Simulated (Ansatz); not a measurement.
ZnTe:
```
ZnTe
1.0
    0.00000     3.05676     3.05676
    3.05676     0.00000     3.05676
    3.05676     3.05676     0.00000
Te Zn
1 1
Direct
  0.75000   0.75000   0.75000
  0.00000   0.00000   0.00000
```

Relaxed with r²SCAN.

**Question.** Map the electron localisation function on the plane through (0.750, 0.750, 0.750) spanned by u = [1, 0, 0] and v = [-1, 1, 1] in lattice vectors, from r²SCAN in the plane-wave PAW code Ansatz.

**Answer.** x is the fraction of u, y of v (the angle between them is 90°; rows are the nearest grid lines); atoms in the plane: Te at (0.00, 0.00), Zn at (0.50, 0.25).
```
y \ x   0.000  0.0909  0.182  0.273  0.364  0.455  0.545  0.636  0.727  0.818  0.909   1.00
------  -----  ------  -----  -----  -----  -----  -----  -----  -----  -----  -----  -----
1.00     1.00   0.036  0.425  0.648  0.544  0.194  0.194  0.544  0.648  0.425  0.036   1.00
0.935   0.031   0.165  0.474  0.618  0.461  0.100  0.100  0.461  0.618  0.474  0.165  0.031
0.839   0.519   0.549  0.617  0.521  0.192  0.026  0.026  0.192  0.521  0.617  0.549  0.519
0.774   0.654   0.628  0.502  0.235  0.046  0.011  0.011  0.045  0.235  0.502  0.629  0.654
0.677   0.183   0.136  0.056  0.020  0.013  0.014  0.014  0.013  0.020  0.056  0.136  0.183
0.613   0.028   0.022  0.015  0.016  0.025  0.032  0.032  0.025  0.016  0.015  0.022  0.028
0.548   0.008   0.009  0.015  0.033  0.060  0.080  0.080  0.060  0.033  0.015  0.009  0.008
0.452   0.008   0.014  0.047  0.112  0.166  0.175  0.175  0.166  0.112  0.047  0.014  0.008
0.387   0.028   0.041  0.096  0.161  0.177  0.178  0.178  0.177  0.161  0.096  0.041  0.028
0.323   0.183   0.172  0.172  0.173  0.158  0.023  0.024  0.158  0.173  0.172  0.172  0.183
0.226   0.654   0.660  0.506  0.192  0.074  0.000  0.000  0.074  0.193  0.506  0.660  0.654
0.161   0.519   0.588  0.720  0.358  0.165  0.059  0.059  0.166  0.356  0.720  0.588  0.519
0.0645  0.031   0.160  0.512  0.718  0.413  0.178  0.178  0.412  0.718  0.512  0.160  0.031
0.000    1.00   0.036  0.425  0.648  0.544  0.194  0.194  0.544  0.648  0.425  0.036   1.00
```

The density is the valence pseudo-density with augmentation charge, so density and ELF within about 1 Å of a nucleus are not all-electron values.

Space group F-43m (zinc blende). The cell was relaxed with r²SCAN under the symmetry of its start; of distortions, only those at the zone centre were tested. Spin–orbit coupling is left out wherever it is not named.

Potentials: the later of the program's two PAW sets.
